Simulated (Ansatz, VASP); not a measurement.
**Os: VASP beside Ansatz**

INCAR

```
SYSTEM = Os
  PREC = Accurate
  ENCUT = 520
  EDIFF = 1E-7
  ISMEAR = -1
  SIGMA = 0.05
  LREAL = .FALSE.
  LASPH = .TRUE.
  NELM = 60
  ALGO = Normal
  ISIF = 2
  LWAVE = .FALSE.
  LCHARG = .FALSE.
  GGA = PE
  NBANDS = 15
```

Contents of KPOINTS:

```
regular mesh
0
G
  11 11 6
  0 0 0
```

Contents of POSCAR:

```
Os
1.0
    2.6782863798      0.0000000000      0.0000000000
   -1.3391431899      2.3194640436      0.0000000000
    0.0000000000      0.0000000000      4.2315181138
Os
2
Direct
    0.6666666667      0.3333333333      0.7500000000
    0.3333333333      0.6666666667      0.2500000000
```

input.yaml

```yaml
crystal:
  lattice:
    - [2.6782863798, 0.0, 0.0]
    - [-1.3391431899, 2.3194640436, 0.0]
    - [0.0, 0.0, 4.2315181138]
  atoms:
    - { symbol: Os, position: [0.6666666667, 0.3333333333, 0.75] }
    - { symbol: Os, position: [0.3333333333, 0.6666666667, 0.25] }
hamiltonian:
  xc: pbe
  pseudopotentials: { kind: paw }
kpoints:
  mp_grid: { grid: [11, 11, 6] }
scf:
  occupations: { method: fermi_dirac, width: 0.05 }
output:
  forces: true
  stress: true
  eigenvalues: true
```

Change from the starting cell: volume scaled by 0.94.

Alike in both runs: task single point; functional PBE; k mesh 11 × 11 × 6; occupations fermi-dirac, width 0.05 eV; no spin polarisation.

```csv
,VASP,Ansatz
version,VASP 6.6.1,Ansatz 0.2.0
potentials or method,"VASP PAW PBE potentials, release 64 (Os)",Ansatz PAW
plane-wave cutoff (eV),520,420
valence electrons in the cell,16,32
```

Ansatz gave:

* gap on the k mesh at the Fermi level (eV): none
* pressure (GPa): 40.2
* largest component of the traceless stress (GPa): 1.70

**Question.** What did VASP give for the same quantities?

**Answer.** gap on the k mesh at the Fermi level (eV): none; pressure (GPa): 41.0; largest component of the traceless stress (GPa): 1.59.

A gap of «none» marks a metal or a gap that the smearing closes. The two sets of potentials don't hold the same shells in valence.

Spin-orbit coupling is left out, which matters for the levels of Os.
